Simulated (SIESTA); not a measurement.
**Co under changes of volume**

One of the cells (10.853 Å³/atom); the others are scaled copies at fixed shape and fractional positions:

```
CELL_PARAMETERS angstrom
2.48837 0.00000 0.00000
-1.24419 2.15499 0.00000
0.00000 0.00000 4.04777
ATOMIC_POSITIONS crystal
Co 0.66667 0.33333 0.75000
Co 0.33333 0.66667 0.25000
```

```yaml
Program: SIESTA 5.4.2
Functional: PBE
Potentials_or_basis: PseudoDojo 0.4 standard (PBE files)
Basis: DZP (energy shift 0.002 Ry)
Grid_cutoff: 800 Ry
Energy_shift: 0.002 Ry
k_mesh: 12 × 12 × 7
Occupations: fermi-dirac, width 0.05 eV
Spin: collinear spin, ferromagnetic start
Starting_moments: "[2.0, 2.0] μB"
```

| volume (Å³/atom) | energy over the lowest point (meV/atom) | pressure (GPa) | moment (μB per cell) |
| --- | --- | --- | --- |
| 10.002 | 53.25 | 21.2 | 3.08 |
| 10.215 | 29.45 | 15.0 | 3.14 |
| 10.427 | 13.16 | 9.8 | 3.20 |
| 10.853 | 0.00 | 0.0 | 3.28 |
| 11.066 | 2.77 | -4.0 | 3.31 |
| 11.279 | ? | ? | ? |

**Question.** What does the run at 11.279 Å³/atom give?

**Answer.** Energy over the lowest point 10.17 meV/atom; pressure -7.2 GPa; moment 3.34 μB per cell.

Worked out: A Birch-Murnaghan fit of order 3 (a polynomial in V^(-2/3)) to the other rows has its minimum at 10.86 Å³/atom with B0 = V·E''(V) = 231 GPa (rough, since the energies scatter) at fixed shape and positions, which overstates the stiffness. It gives 11.13 meV/atom at 11.279 Å³/atom, against the run's 10.17, and -dE/dV = -8.3 GPa, against -7.2. A parabola through the other rows of the moment, of slope 0.0725 μB per Å³/atom there, extrapolates to 3.33 μB, against the run's 3.34.

Energies are extrapolated to zero smearing.

Caveats: semicore shells carry a single zeta, which can move pressures by several GPa and volumes by a few percent; the basis of atomic orbitals isn't converged, which shifts pressures, moduli and gaps.
